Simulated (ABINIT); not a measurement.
The system is Ir.

```
CELL_PARAMETERS angstrom
0.00000 1.91560 1.91560
1.91560 0.00000 1.91560
1.91560 1.91560 0.00000
ATOMIC_POSITIONS crystal
Ir 0.00000 0.00000 0.00000
```

Base run:

```yaml
Program: ABINIT 10.8.3 (patched build)
Functional: PBE
Potentials_or_basis: JTH PAW PBE v2.0
Cutoff: 435 eV
k_mesh: 12 × 12 × 12
Occupations: fermi-dirac, width 0.05 eV
Spin: spin-orbit coupling, no magnetisation
```

Its results: band gap on the k mesh none (metal or under the smearing width); pressure 13.1 GPa.

Problem. The run is repeated on the same cell with these changes: spin from spin-orbit coupling, no magnetisation to no spin polarisation. What comes out?

Solution. Band gap on the k mesh none (metal or under the smearing width); pressure 11.0 GPa.

Caveats: spin-orbit coupling is left out, which moves the levels of the heavy elements (some runs).
